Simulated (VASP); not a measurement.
# Ag (Fm-3m) in VASP: settings compared

The runs below take Ag through relaxation of cell and atoms, single point, with PBE+D3(BJ), PBEsol.

Program: VASP 6.6.1. These are calculated values, not measurements. Logs are shortened: lines on timing, memory, paths and dates and some standing lists are left out, and cuts for length are marked.

### 1 The structure

It takes space group Fm-3m (No. 225, cubic). Conventional cell: a = 4.135 Å, b = 4.135 Å, c = 4.135 Å, α = 90.00°, β = 90.00°, γ = 90.00°. Ag (site symmetry m-3m) is surrounded by 12 Ag at 2.92 Å.

### 2 Relaxation of cell and atoms, PBE+D3(BJ)

Input file INCAR:

```
SYSTEM = Ag
ALGO = Normal
EDIFF = 1E-7
EDIFFG = -0.005
ENCUT = 600
GGA = PE
IBRION = 2
ISIF = 3
ISMEAR = 0
IVDW = 12
LASPH = .TRUE.
LCHARG = .FALSE.
LREAL = .FALSE.
LWAVE = .FALSE.
NELM = 100
NSW = 90
PREC = Accurate
SIGMA = 0.1
```

Input file KPOINTS:

```
k-points
0
G
  18 18 18
  0 0 0
```

Input file POSCAR:

```
Ag
1.0
    0.0000000000      2.0675000000      2.0675000000
    2.0675000000      0.0000000000      2.0675000000
    2.0675000000      2.0675000000      0.0000000000
Ag
1
Direct
    0.0000000000      0.0000000000      0.0000000000
```

Potentials or basis: VASP PAW PBE potentials, release 64 (Ag).

Run with:

```console
cat potpaw_PBE.64/Ag/POTCAR > POTCAR
mpirun -np 1 vasp_std > vasp.out
```

OUTCAR:

```text
SYSTEM = Ag
   EDIFF = 1E-7
   EDIFFG = -0.005
   ENCUT = 600
   GGA = PE
   IBRION = 2
   ISIF = 3
   ISMEAR = 0
   IVDW = 12
   LASPH = .TRUE.
   LREAL = .FALSE.
   NELM = 100
   NSW = 90
   PREC = Accurate
 IVDW          = 12

 ion  position               nearest neighbor table
   1  0.000  0.000  0.000-

  LATTYP: Found a face centered cubic cell.
 ALAT       =     4.1350000000

  Lattice vectors:

 A1 = (   0.0000000000,   2.0675000000,   2.0675000000)
 A2 = (   2.0675000000,   0.0000000000,   2.0675000000)
 A3 = (   2.0675000000,   2.0675000000,   0.0000000000)

Analysis of symmetry for initial positions (statically):
=====================================================================
 Subroutine PRICEL returns:
 Original cell was already a primitive cell.

 Routine SETGRP: Setting up the symmetry group for a
 face centered cubic supercell.

 Subroutine GETGRP returns: Found 48 space group operations
 (whereof 48 operations were pure point group operations)
 out of a pool of 48 trial point group operations.

The static configuration has the point symmetry O_h .

Analysis of symmetry for dynamics (positions and initial velocities):
=====================================================================
 Subroutine PRICEL returns:
 Original cell was already a primitive cell.

 Routine SETGRP: Setting up the symmetry group for a
 face centered cubic supercell.

 Subroutine GETGRP returns: Found 48 space group operations
 (whereof 48 operations were pure point group operations)
 out of a pool of 48 trial point group operations.

The dynamic configuration has the point symmetry O_h .

 Subroutine INISYM returns: Found 48 space group operations
 (whereof 48 operations are pure point group operations),
 and found     1 'primitive' translations

----------------------------------------------------------------------------------------

                                     Primitive cell

  volume of cell :      17.6753

  direct lattice vectors                    reciprocal lattice vectors
     0.000000000  2.067500000  2.067500000    -0.241837969  0.241837969  0.241837969
     2.067500000  0.000000000  2.067500000     0.241837969 -0.241837969  0.241837969
     2.067500000  2.067500000  0.000000000     0.241837969  0.241837969 -0.241837969

  length of vectors
     2.923886540  2.923886540  2.923886540     0.418875649  0.418875649  0.418875649

  position of ions in fractional coordinates (direct lattice)
     0.000000000  0.000000000  0.000000000

[... 66 lines left out ...]
   PREC   = accura    normal or accurate (medium, high low for compatibility)
   ISTART =      0    job   : 0-new  1-cont  2-samecut
   ICHARG =      2    charge: 1-file 2-atom 10-const
   ISPIN  =      1    spin polarized calculation?
   LNONCOLLINEAR =      F non collinear calculations
   LSORBIT =      F    spin-orbit coupling
   LASPH  =      T    aspherical Exc in radial PAW
   ENCUT  =  600.0 eV  44.10 Ry    6.64 a.u.   5.84  5.84  5.84*2*pi/ulx,y,z
   NELM   =    100;   NELMIN=  2; NELMDL= -5     # of ELM steps
   EDIFF  = 0.1E-06   stopping-criterion for ELM
   LREAL  =      F    real-space projection
   EDIFFG = -.5E-02   stopping-criterion for IOM
   NSW    =     90    number of steps for IOM
   IBRION =      2    ionic relax: 0-MD 1-quasi-New 2-CG
   NFREE  =      1    steps in history (QN), initial steepest desc. (CG)
   ISIF   =      3    stress and relaxation
   ISYM   =      2    0-nonsym 1-usesym 2-fastsym
   POTIM  = 0.5000    time-step for ionic-motion
   TEBEG  =    0.0;   TEEND  =   0.0 temperature during run
   PSTRESS=    0.0 pullay stress
   NELECT =      11.0000    total number of electrons
   NUPDOWN=      -1.0000    fix difference up-down
   EMIN   =  10.00;   EMAX   =-10.00  energy-range for DOS
   EFERMI =   0.00;   METHOD = LEGACY
   ISMEAR =     0;   SIGMA  =   0.10  broadening in eV -4-tet -1-fermi 0-gaus
   EFERMI_NEDOS =   21; number of points for ismear=-14 and -15
   IALGO  =     38    algorithm
   IMIX   =      4    mixing-type and parameters
     AMIX     =   0.40;   BMIX     =  1.00
     AMIX_MAG =   1.60;   BMIX_MAG =  1.00
  volume/ion in A,a.u.               =      17.68       119.28
  Fermi-wavevector in a.u.,A,eV,Ry     =   1.397709  2.641288 26.580226  1.953591
  Thomas-Fermi vector in A             =   2.520939
   LORBIT       =      0    0 simple, 1 ext, 2 COOP (PROOUT), +10 PAW based schemes
   GGA     = PE    functional components
   LHFCALC =     F    Hartree Fock is set to
   AEXX    =    0.0000 exact exchange contribution
   IVDW    =    12    specifies the selected vdW correction
   LEPSILON=     F    determine dielectric tensor
   LRPA    =     F    only Hartree local field effects (RPA)
 conjugate gradient relaxation of ions
 non-spin polarized calculation
 Gauss-broadening in eV      SIGMA  =   0.10
  energy-cutoff  :      600.00
  volume of cell :       17.68
 maximum number of plane-waves:       609
   NGX = 11   NGY = 11   NGZ = 11

--------------------------------------- Ionic step        1  -------------------------------------------

 number of electron      10.9999999 magnetization

 Free energy of the ion-electron system (eV)
  ---------------------------------------------------
  ext. energy  EPLUGINS =         0.00000000
  ---------------------------------------------------
  free energy    TOTEN  =        -2.72018844 eV

  energy without entropy =       -2.71913373  energy(sigma->0) =       -2.71966109

------------------------ aborting loop because EDIFF is reached ----------------------------------------

 Edisp (eV)   -0.56745

 E8    (eV) :    -0.2479
[... 69 lines left out ...]
--------------------------------------- Ionic step        3  -------------------------------------------

 number of electron      11.0000000 magnetization

 Free energy of the ion-electron system (eV)
  ---------------------------------------------------
  ext. energy  EPLUGINS =         0.00000000
  ---------------------------------------------------
  free energy    TOTEN  =        -2.70437819 eV

  energy without entropy =       -2.70340501  energy(sigma->0) =       -2.70389160

 E-fermi :   8.5528     XC(G=0): -12.2745

 val. band max:        8.5142548269   @ k =   0.5000   0.1667   0.0556
 cond. band min:       8.6928707405   @ k =   0.5000   0.3333   0.1111
 fundamental gap:      0.1786159135
 Fermi energy:         8.5527579833

 k-point     1 :       0.0000    0.0000    0.0000
  band No.  band energies     occupation
      1       0.7334      2.00000
      2       3.7355      2.00000
      3       3.7355      2.00000
      4       3.7355      2.00000
      5       4.7896      2.00000
      6       4.7896      2.00000
      7      24.6285      0.00000
      8      28.2713      0.00000
      9      28.2713      0.00000
[... 265 lines left out ...]
 k-point    24 :      -0.2222    0.0556    0.0000
  band No.  band energies     occupation
      1       2.1571      2.00000
      2       3.7426      2.00000
      3       3.9842      2.00000
      4       4.0028      2.00000
      5       4.7402      2.00000
      6       5.1133      2.00000
      7      20.2315      0.00000
      8      24.8804      0.00000
      9      27.3323      0.00000

 [... further k-points ...]

------------------------ aborting loop because EDIFF is reached ----------------------------------------

 Edisp (eV)   -0.59552

 E8    (eV) :    -0.2603
[... 24 lines left out ...]
  FREE ENERGIE OF THE ION-ELECTRON SYSTEM (eV)
  ---------------------------------------------------
  free  energy   TOTEN  =        -3.2998996586 eV

  energy  without entropy=       -3.2989264800  energy(sigma->0) =       -3.29941307

 reached required accuracy - stopping structural energy minimisation
```

Run time: 34 s. Hardware: 1 thread of AMD EPYC 9R45 (Zen 5), shared host; peak memory 0.16 GiB.

Results:

| Quantity | Value |
| --- | --- |
| Free energy | -3.2999 eV |
| Relaxed volume | 16.87 Å³/atom |
| Relaxed cell | a = 2.879 Å, b = 2.879 Å, c = 2.879 Å, α = 60.00°, β = 60.00°, γ = 60.00° |
| Space group after relaxing (to 0.05 Å) | Fm-3m (No. 225) |
| Energy gained by relaxing | 12.3 meV/atom |
| Ionic steps | 3 |
| Pressure after relaxing | 0.0 GPa |
| Band gap on the k mesh | none (metal or under the smearing width) |
| Dispersion energy per atom | -0.596 eV |

The path:
```csv
step,energy change (eV),largest force (eV/Å),pressure (GPa),volume (Å³)
1,0.0000,0.0000,-4.60,17.68
2,-0.0076,0.0000,3.35,16.41
3,-0.0123,0.0000,0.00,16.87
```

Final structure:
```
CELL_PARAMETERS angstrom
0.00000 2.03550 2.03550
2.03550 0.00000 2.03550
2.03550 2.03550 0.00000
ATOMIC_POSITIONS crystal
Ag 0.00000 0.00000 0.00000
```

Caveat: pairwise dispersion overbinds metals, which lowers pressure and volume.

(Continued in part 2 of 2.)
